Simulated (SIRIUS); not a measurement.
Runs of SIRIUS 7.12.0 on Cu. The structure is cubic, space group Fm-3m (No. 225). Conventional cell: a = 3.615 Å, b = 3.615 Å, c = 3.615 Å, α = 90.00°, β = 90.00°, γ = 90.00°. Cu (site symmetry m-3m) is surrounded by 12 Cu at 2.56 Å. 

```csv
level,V0 of scaled cells (Å³/atom),B0 (GPa)
PBE+D3,11.29,170
PBE+D4,11.38,169
PBE,(a),142
PBE+D3(BJ),11.29,(b)
```

Alike in all rows: task equation of state; potentials or basis all-electron FP-LAPW, apw+lo standard; no spin polarisation; cell as given; k mesh 13 × 13 × 13; cutoff (eV) 194; smearing fermi-dirac 0.05 eV.

Task: Estimate the missing entries.

Result: (a) 11.92; (b) 173.

Not every run made on this cell is shown here.
